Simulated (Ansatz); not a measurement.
GaAs:

```xyz
2
Lattice="0.0000 2.8268 2.8268 2.8268 0.0000 2.8268 2.8268 2.8268 0.0000" Properties=species:S:1:pos:R:3 pbc="T T T"
As    4.2403    4.2403    4.2403
Ga    0.0000    0.0000    0.0000
```

Program: Ansatz 0.2.0. Alike in all runs: task band structure; potentials or basis Ansatz PAW; no spin polarisation; cell as given; cutoff (eV) 420; smearing fermi-dirac 0.05 eV.

Order these runs on this cell by their pressure, lowest first.
A. level LDA; k mesh 8 × 8 × 8; points for each segment of the path 14; mesh quality not flagged
B. level PBEsol; k mesh 8 × 8 × 8; points for each segment of the path 14; mesh quality not flagged
C. level B3LYP; k mesh 4 × 4 × 4; points for each segment of the path 4; mesh quality coarse

A (-1.9 GPa), B (0.2 GPa), C (4.4 GPa).

Caveats: some runs use coarse meshes; the PAW data sets come from PBE, with cores solved anew for the run's functional, which leaves a small shift of forces and pressure; the thresholds are loose for stress (some runs).

Runs at the PBE level aren't shown here.
